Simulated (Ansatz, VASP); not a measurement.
Cd: VASP beside Ansatz

```
CELL_PARAMETERS angstrom
1.60803 0.92840 2.44929
-1.60803 0.92840 2.44929
0.00000 -1.85679 2.44929
ATOMIC_POSITIONS crystal
Cd 0.00000 0.00000 0.00000
```

This isn't the form of Cd at room conditions, which is hcp.

Alike in both runs: task single point; functional PBE; k mesh 18 × 18 × 18; occupations gaussian, width 0.15 eV; no spin polarisation.

|  | VASP | Ansatz |
| --- | --- | --- |
| version | VASP 6.6.1 | Ansatz 0.2.0 |
| potentials or method | VASP PAW PBE potentials, release 64 (Cd) | scalar-relativistic, plane waves, PAW |
| plane-wave cutoff (eV) | 520 | 420 |
| valence electrons in the cell | 12 | 20 |

|  | VASP | Ansatz | Ansatz less VASP |
| --- | --- | --- | --- |
| gap on the k mesh at the Fermi level (eV) | none | none | - |
| pressure (GPa) | 2.3 | 2.0 | -0.31 |
| largest component of the traceless stress (GPa) | 0.07 | 0.02 | -0.058 |

A gap of «none» marks a metal or a gap that the smearing closes. With one functional, cell and mesh, what is left measures potentials, basis and numerics. The two sets of potentials don't hold the same shells in valence.
